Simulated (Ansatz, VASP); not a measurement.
**Two plane-wave programs on Ga**

Contents of INCAR:

```
  PREC = Accurate
  ENCUT = 520
  EDIFF = 1E-6
  ISMEAR = 0
  SIGMA = 0.1
  LREAL = F
  LASPH = T
  NELM = 100
  ALGO = Normal
  ISIF = 2
  LWAVE = F
  LCHARG = F
  GGA = PE
  NBANDS = 20
```

Contents of KPOINTS:

```
Automatic mesh
0
Gamma
  6 6 4
```

POSCAR

```
Ga
1.0
    3.0990847592      0.0000000000      0.0000000000
   -1.5495423796      2.6838861299      0.0000000000
    0.0000000000      0.0000000000      5.0299786901
Ga
2
Direct
    0.3333333333      0.6666666667      0.2500000000
    0.6666666667      0.3333333333      0.7500000000
```

Input for Ansatz:

```yaml
crystal:
  lattice:
    - [3.0990847592, 0.0, 0.0]
    - [-1.5495423796, 2.6838861299, 0.0]
    - [0.0, 0.0, 5.0299786901]
  atoms:
    - { symbol: Ga, position: [0.3333333333, 0.6666666667, 0.25] }
    - { symbol: Ga, position: [0.6666666667, 0.3333333333, 0.75] }
basis:
  ecutwfc: 420
kpoints:
  mp_grid: { grid: [6, 6, 4] }
hamiltonian:
  xc: pbe
scf:
  occupations: { method: gaussian, width: 0.1 }
  lower_state_search: "off"
output:
  forces: true
  stress: true
  eigenvalues: true
```

Alike in both runs: task single point; functional PBE; k mesh 6 × 6 × 4; occupations gaussian, width 0.1 eV; no spin polarisation.

|  | VASP | Ansatz |
| --- | --- | --- |
| version | VASP 6.6.1 | Ansatz 0.2.0 |
| potentials or method | VASP PAW PBE potentials, release 64 (Ga_d) | scalar-relativistic, plane waves, PAW |
| plane-wave cutoff (eV) | 520 | 420 |
| valence electrons in the cell | 26 | 26 |

Ansatz gave:

```
gap on the k mesh at the Fermi level (eV)       : none
pressure (GPa)                                  : -4.1
largest component of the traceless stress (GPa) : 0.18
```

Q: Which values does VASP return?

A: gap on the k mesh at the Fermi level (eV): none; pressure (GPa): -4.0; largest component of the traceless stress (GPa): 0.18.

A gap of «none» marks a metal or a gap that the smearing closes.

Caveats: the k mesh is coarse (spacing up to 0.39 Å⁻¹), so the values aren't converged.
